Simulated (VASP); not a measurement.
Input of a VASP 6.6.1 run:

File INCAR:

```
SYSTEM = H11C2NO4
PREC = Accurate
ENCUT = 520
EDIFF = 1E-6
ISMEAR = -1
SIGMA = 0.05
LREAL = Auto
LASPH = .TRUE.
NELM = 100
ALGO = Normal
ISIF = 2
LWAVE = .FALSE.
LCHARG = .FALSE.
GGA = PE
IVDW = 12
NBANDS = 39
```

KPOINTS

```
regular mesh
0
G
  1 1 1
  0 0 0
```

File POSCAR:

```
H11C2NO4
1.0
    5.4914470000      0.0000000000      0.0000000000
    0.0000000000      5.4914470000      0.0000000000
    0.0000000000      0.0000000000      5.4914470000
O H C N
4 11 2 1
Direct
    0.6149086087      0.3993168427      0.9161876965
    0.2873411070      0.6549945935      0.1278782590
    0.9043674793      0.8254669664      0.8892996753
    0.5219407055      1.0746404982      0.3125905957
    0.5599256643      0.3539893977      0.7537313399
    0.4759580920      0.5042464289      0.9896812919
    0.1453440369      0.7190054583      0.0323125395
    0.3602074742      0.8035597075      0.1978128799
    0.9338239633      0.8437873288      0.7156760184
    0.7969542657      0.6781847688      0.8977556156
    0.5771321529      1.1601576171      0.1648803547
    0.6402323011      0.9411358019      0.3383666589
    0.9767511877      0.1075073599      0.4229971965
    1.2336683268      0.2952989301      0.4766593659
    1.0127951504      0.2451400520      0.7181643599
    1.0401346380      0.2723264135      0.5218829134
    0.9043847733      0.4805791548      0.4452102797
    0.7957439728      0.6530678802      0.3886704594
```

Potentials or basis: VASP PAW PBE potentials, release 64 (O, H, C, N).

Command:

```sh
$ cat potpaw_PBE.64/O/POTCAR potpaw_PBE.64/H/POTCAR potpaw_PBE.64/C/POTCAR potpaw_PBE.64/N/POTCAR > POTCAR
$ mpirun -np 1 vasp_gam > vasp.out
```

Predict the largest force.

0.326 eV/Å.

Estimate the band gap on the k mesh.

5.42 eV, direct.

Estimate the dispersion energy per atom.

-0.047 eV.

Stress tensor (GPa, compression positive):
```
 1.31 -0.40  0.18
-0.40 -1.31 -0.22
 0.18 -0.22  0.88
```

Caveat: the standard files for N, O and F lose accuracy on very short bonds.
